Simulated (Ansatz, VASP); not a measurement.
# Cross-check of BN (Qingsongite) between VASP and Ansatz

Wanted: the spread between two codes on one cell, functional and k mesh. The cell is a member of a volume series, scaled by 1.015 from a relaxed one, so a pressure remains.

Calculated with Ansatz 0.2.0; plane waves, with VASP 6.6.1 beside it; single point at HSE06.

**1. Starting point**

The structure is cubic, space group F-43m (No. 216). Conventional cell: a = 3.616 Å, b = 3.616 Å, c = 3.616 Å, α = 90.00°, β = 90.00°, γ = 90.00°. Nearest to N lie 4 B at 1.57 Å. Nearest to B lie 4 N at 1.57 Å. Farther neighbours and most contacts between anions are not listed.

As a file:

```xyz
2
Lattice="0.0000 1.8079 1.8079 1.8079 0.0000 1.8079 1.8079 1.8079 0.0000" Properties=species:S:1:pos:R:3 pbc="T T T"
N     2.7118    2.7118    2.7118
B     0.0000    0.0000    0.0000
```

**2. VASP: single point, HSE06, volume scaled by 1.015**

With cell and atoms fixed, the geometry can't cause a difference; cores, projectors, grids and the points listed under the comparison can.

Lines of VASP's logs that name or quote its potential files are left out, and so is its time.

The run reads the wave functions of an earlier VASP run, which isn't shown here.

The input asks for a relaxation, which ended at its first step since no free force or stress exceeded the threshold; so it serves as a single point.

The input, INCAR:

```
SYSTEM = BN
PREC = Accurate
ENCUT = 520
EDIFF = 1E-06
NELM = 100
ISMEAR = 0
SIGMA = 0.03
LREAL = .FALSE.
ALGO = Normal
LHFCALC = .TRUE.
AEXX = 0.25
GGA = PE
HFSCREEN = 0.2
LASPH = .TRUE.
NBANDS = 10
PRECFOCK = Fast
LORBIT = 11
LWAVE = .FALSE.
LCHARG = .FALSE.
KPAR = 8
IBRION = 2
NSW = 30
ISIF = 4
EDIFFG = -0.01
```

The input, POSCAR:

```
BN
1.0
    0.0000000000      1.8078646595      1.8078646595
    1.8078646595      0.0000000000      1.8078646595
    1.8078646595      1.8078646595      0.0000000000
N B
1 1
Direct
    0.7500000000      0.7500000000      0.7500000000
    0.0000000000      0.0000000000      0.0000000000
```

The input, KPOINTS:

```
Automatic mesh
0
Gamma
7 7 7
0 0 0
```

PAW data sets: N and B (PBE family, release 64).

Launch:

```
$ mpirun -np 8 vasp_std
```

Numbers of over 12 decimals in the logs are rounded to 6 here.

The program printed:

```text
[banner, memory and clock lines left out]
running    8 mpi-ranks, on    1 nodes
 distrk:  each k-point on    1 cores,    8 groups
 distr:  one band on    1 cores,    1 groups

 POSCAR found type information on POSCAR N B
 POSCAR found :  2 types and       2 ions
|                                                                             |
|           W    W    AA    RRRRR   N    N  II  N    N   GGGG   !!!           |
|           W    W   A  A   R    R  NN   N  II  NN   N  G    G  !!!           |
|           W    W  A    A  R    R  N N  N  II  N N  N  G       !!!           |
|           W WW W  AAAAAA  RRRRR   N  N N  II  N  N N  G  GGG   !            |
|           WW  WW  A    A  R   R   N   NN  II  N   NN  G    G                |
|           W    W  A    A  R    R  N    N  II  N    N   GGGG   !!!           |
|                                                                             |
|     For optimal performance we recommend to set                             |
|       NCORE = 2 up to number-of-cores-per-socket                            |
|     NCORE specifies how many cores store one orbital (NPAR=cpu/NCORE).      |
|     This setting can greatly improve the performance of VASP for DFT.       |
|     The default, NCORE=1 might be grossly inefficient on modern             |
|     multi-core architectures or massively parallel machines. Do your        |
|     Unfortunately you need to use the default for GW and RPA                |
|     calculations (for HF NCORE is supported but not extensively tested      |
|     yet).                                                                   |
|                                                                             |

 LDA part: xc-table for (Slater+PW92), standard interpolation
 found WAVECAR, reading the header
 POSCAR, INCAR and KPOINTS ok, starting setup
 FFT: planning ... GRIDC
 FFT: planning ... GRID_SOFT
 FFT: planning ... GRID
 reading WAVECAR
 the WAVECAR file was read successfully
 initial charge from wavefunction
 entering main loop
       N       E                     dE             d eps       ncg     rms          rms(c)
DAV:   1    -0.203612821421E+02   -0.20361E+02   -0.34098E-01   440   0.466E+00    0.479E-01
DAV:   2    -0.203606155758E+02    0.66657E-03   -0.73395E-03   462   0.847E-01    0.288E-01
DAV:   3    -0.203601715628E+02    0.44401E-03   -0.30750E-03   456   0.346E-01    0.176E-01
DAV:   4    -0.203601883512E+02   -0.16788E-04   -0.20337E-04   444   0.103E-01    0.112E-01
DAV:   5    -0.203601525914E+02    0.35760E-04   -0.16367E-05   440   0.371E-02    0.632E-02
DAV:   6    -0.203601437517E+02    0.88397E-05   -0.11253E-05   436   0.271E-02    0.342E-02
DAV:   7    -0.203601411828E+02    0.25689E-05   -0.11873E-06   216   0.117E-02    0.193E-02
DAV:   8    -0.203601403261E+02    0.85673E-06   -0.44350E-07   218   0.711E-03
   1 F= -.20360140E+02 E0= -.20360140E+02  d E =-.203601E+02
 curvature:   0.00 expect dE= 0.000E+00 dE for cont linesearch  0.000E+00
 trial: gam= 0.00000 g(F)=  0.326E-45 g(S)=  0.409E-33 ort = 0.000E+00 (trialstep = 0.100E+01)
 search vector abs. value=  0.100E-09
 reached required accuracy - stopping structural energy minimisation
```

From OUTCAR (step 2):

```text
ion  position               nearest neighbor table
   1  0.750  0.750  0.750-   2 1.57   2 1.57   2 1.57   2 1.57
   2  0.000  0.000  0.000-   1 1.57   1 1.57   1 1.57   1 1.57

  LATTYP: Found a face centered cubic cell.
 ALAT       =     3.6157293190

 Subroutine GETGRP returns: Found 24 space group operations
 (whereof 24 operations were pure point group operations)

The static configuration has the point symmetry T_d .

 Found     20 irreducible k-points:

   k-points           NKPTS =     20   k-points in BZ     NKDIM =    343   number of bands    NBANDS=     10

   dimension x,y,z NGX =    20 NGY =   20 NGZ =   20
   dimension x,y,z NGXF=    40 NGYF=   40 NGZF=   40

   ENCUT  =  520.0 eV  38.22 Ry    6.18 a.u.   4.75  4.75  4.75*2*pi/ulx,y,z

   NELECT =       8.0000    total number of electrons

 k-points in reciprocal lattice and weights: Automatic mesh
   0.00000000  0.00000000  0.00000000       0.003
   0.14285714  0.00000000  0.00000000       0.023
   0.28571429  0.00000000  0.00000000       0.023
   0.42857143  0.00000000  0.00000000       0.023
   0.14285714  0.14285714  0.00000000       0.017
   0.28571429  0.14285714  0.00000000       0.070
   0.42857143  0.14285714  0.00000000       0.070
  -0.42857143  0.14285714  0.00000000       0.070
  -0.28571429  0.14285714  0.00000000       0.070
[...]
-0.42857143  0.42857143  0.14285714       0.070
  -0.28571429  0.42857143  0.14285714       0.070

  exchange ACFDT corr.  =         0.00000000  see jH, gK, PRB 81, 115126

 average (electrostatic) potential at core
       1 -55.3400       2 -21.5511

 E-fermi :   6.7700

 k-point     1 :       0.0000    0.0000    0.0000
  band No.  band energies     occupation
      1     -15.5782      2.00000
      2       6.5241      2.00000
      3       6.5241      2.00000
      4       6.5241      2.00000
      5      17.0976      0.00000
      6      17.0976      0.00000
      7      17.0976      0.00000
      8      18.6668      0.00000
      9      33.2665      0.00000
    ...

 k-point     2 :       0.1429    0.0000    0.0000
  band No.  band energies     occupation
      1     -15.0462      2.00000
      2       3.9870      2.00000
      3       6.0121      2.00000
      4       6.0122      2.00000
      5      17.5052      0.00000
      6      17.8657      0.00000
      7      17.8657      0.00000
      8      20.3017      0.00000
      9      32.6306      0.00000
    ...

 k-point     3 :       0.2857    0.0000    0.0000
  band No.  band energies     occupation
      1     -13.5253      2.00000
      2      -0.5860      2.00000
      3       5.0919      2.00000
      4       5.0919      2.00000
      5      18.0079      0.00000
      6      18.8998      0.00000
      7      18.8998      0.00000
      8      22.6835      0.00000
      9      31.7733      0.00000
    ...

  Total       -0.4331411     -0.4331411     -0.4331411     -0.0000000     -0.0000000     -0.0000000
  in kB      -58.7235371    -58.7235371    -58.7235371     -0.0000000     -0.0000000     -0.0000000
  external PRESSURE =     -58.7235371 kB  Pullay stress =       0.0000000 kB

  energy-cutoff  :      520.00
  volume of cell :       11.82
      direct lattice vectors                 reciprocal lattice vectors
     0.000000000  1.807864660  1.807864660    -0.276569376  0.276569376  0.276569376
     1.807864660  0.000000000  1.807864660     0.276569376 -0.276569376  0.276569376
     1.807864660  1.807864660  0.000000000     0.276569376  0.276569376 -0.276569376

 POSITION                                       TOTAL-FORCE (eV/Angst)
 -----------------------------------------------------------------------------------
      2.71180      2.71180      2.71180        -0.000000     -0.000000     -0.000000
      0.00000      0.00000      0.00000         0.000000      0.000000      0.000000
 -----------------------------------------------------------------------------------
    total drift:                               -0.000001      0.000001      0.000000

  FREE ENERGIE OF THE ION-ELECTRON SYSTEM (eV)
  ---------------------------------------------------
  free  energy   TOTEN  =       -20.3601403261 eV

  energy  without entropy=      -20.3601403261  energy(sigma->0) =      -20.36014033

 reached required accuracy - stopping structural energy minimisation

 total charge
# of ion       s       p       d       tot
------------------------------------------
    1        1.218   2.773   0.000   3.991
    2        0.679   1.347   0.000   2.026
--------------------------------------------------
tot          1.897   4.120   0.000   6.017

[... 3 further parts left out ...]
```

CONTCAR:

```
BN
   1.00000000000000
     0.0000000000000000    1.8078646595000001    1.8078646595000001
     1.8078646595000001    0.0000000000000000    1.8078646595000001
     1.8078646595000001    1.8078646595000001    0.0000000000000000
  N               B
     1     1
Direct
     0.7500000000000000    0.7500000000000000    0.7500000000000000
     0.0000000000000000    0.0000000000000000    0.0000000000000000
```

[end of part 1 of 2]

[Lines on the potential files, build, host, timing and source positions are cut from VASP's logs without a mark.]

[Logs are printed without paths, hosts, clocks, repeated set-up lines and the standing remarks that a program may print on its own settings, such as how far it seeks lower states.]

[Hosts, paths, dates, database ids (printed as entryN), source tags and the programs' standing remarks are cut or masked in the printed files.]
